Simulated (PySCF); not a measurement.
Electric properties by functional and basis

Species: acetone, C3H6O.
Z-matrix (Å and degrees, PBE0-D3(BJ)/def2-SVP geometry), rows numbered from 1:
```
C 
C   1  1.5106
C   2  1.5105  1  116.37
O   2  1.2069  1  121.82  3  -179.81
H   1  1.1022  2  109.86  3    64.46
H   1  1.1012  2  110.94  3   -53.41
H   1  1.0970  2  109.74  3  -175.22
H   3  1.0970  2  109.73  1  -176.79
H   3  1.1016  2  110.69  1   -55.31
H   3  1.1020  2  110.11  1    62.55
```

PySCF, dipoles from the SCF density, polarisabilities from static response with core orbitals frozen. Isolated species at its PBE0-D3(BJ)/def2-SVP geometry, gas phase.

Reference dipole: 2.880 D (measured, gas; NIST CCCBDB Release 22 (SRD 101), experimental dipoles). Reference dipole: 2.880 D (measured, unstated (gas or solution; conformer average); Muller, Mokrushina, Arlt, J. Chem. Eng. Data 57 (2012) 1231, supporting information). Reference polarisability: 6.270 Å³ (measured, gas; NIST CCCBDB Release 22 (SRD 101), experimental polarizabilities). Errors are taken against the first value of each kind. The anisotropy is √(½[(α1 − α2)² + (α2 − α3)² + (α3 − α1)²]).

```tsv
level	μ (D)	error (%)	α (au)	error (%)	anisotropy (au)
LDA/def2-SVPD	3.109	+7.9	44.10	+4.2	13.18
PBE/def2-SVPD	2.994	+4.0	43.58	+3.0	13.17
B3LYP/def2-SVPD	3.112	+8.1	42.09	-0.5	11.96
PBE0/def2-SVPD	3.113	+8.1	41.55	-1.8	11.79
wB97X-D/def2-SVPD	3.163	+9.8	41.31	-2.4	11.28
HF/def2-SVPD	3.432	+19.1	38.67	-8.6	9.83
```

For the dipole, the smallest error is 4.0% (PBE/def2-SVPD) and the largest 19.1% (HF/def2-SVPD). For the polarisability, the smallest error is 0.5% (B3LYP/def2-SVPD) and the largest 8.6% (HF/def2-SVPD). The dipole runs from 2.99 D (PBE/def2-SVPD) to 3.43 D (HF/def2-SVPD). In one basis (def2-SVPD) the functionals order the polarisability from HF (lowest) to LDA (highest), a spread of 14%. Measured values can belong to vibrating molecules and may average over conformers; the computed ones are for one fixed geometry.
